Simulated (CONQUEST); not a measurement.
# Zn: single point with PBEsol

Zn:

```
Zn
1.0
     2.67000    0.00000    0.00000
     0.00000    4.62458    0.00000
     0.00000    0.00000    4.96600
Zn
4
Direct
  0.00000 0.33333 0.25000
  0.50000 0.83333 0.25000
  0.00000 0.66667 0.75000
  0.50000 0.16667 0.75000
```

| Item | Value |
| --- | --- |
| Program | CONQUEST 1.3 |
| Task | single point |
| Functional | PBEsol |
| Potentials or basis | PseudoDojo NC PBEsol, DZP, grid cutoff 120 Ha |
| k mesh | 10 × 6 × 6 |
| Occupations | fermi-dirac, width 0.05 eV |
| Spin | no spin polarisation |
| Solver | diagonalisation |
| SCF tolerance | 1e-06 |

| Quantity | Value |
| --- | --- |
| Pressure | -2.5 GPa |
| Largest force | 0.004 eV/Å |
| Band gap on the k mesh | none (metal or under the smearing width) |

Forces in eV/Å, atoms in the order of the input:
```
Zn   0.000 -0.004  0.000
Zn   0.000 -0.004  0.000
Zn   0.000  0.004  0.000
Zn   0.000  0.004  0.000
```

Stress tensor (GPa, compression positive):
```
-1.78  0.00  0.00
 0.00 -2.87  0.00
 0.00  0.00 -2.84
```

Levels at points of the mesh, in eV from the Fermi level:
| k point | band 37 | band 38 | band 39 | band 40 | band 41 | band 42 | band 43 | band 44 |
| --- | --- | --- | --- | --- | --- | --- | --- | --- |
| (0.00, 0.00, 0.00) | -7.12 | -3.57 | -3.16 | -2.80 | -2.20 | 2.71 | 3.70 | 4.20 |
| (0.00, 0.00, 0.50) | -7.13 | -7.13 | -1.82 | -1.82 | 0.11 | 0.11 | 4.75 | 4.75 |
| (0.50, 0.00, 0.00) | -4.22 | -4.22 | 1.31 | 1.31 | 2.79 | 2.79 | 3.16 | 3.16 |
| (0.50, 0.00, 0.50) | -2.74 | -2.74 | -2.74 | -2.74 | 4.73 | 4.73 | 4.73 | 4.73 |

Run time: 65 s on 1 thread of Intel(R) Xeon(R) Platinum 8488C (Sapphire Rapids), with other jobs on the host, peak memory 0.62 GiB.

Caveat: the box holds several primitive cells, so bands are folded and the points are those of the box's own zone; the basis of atomic orbitals isn't converged, which shifts pressures, moduli and gaps.
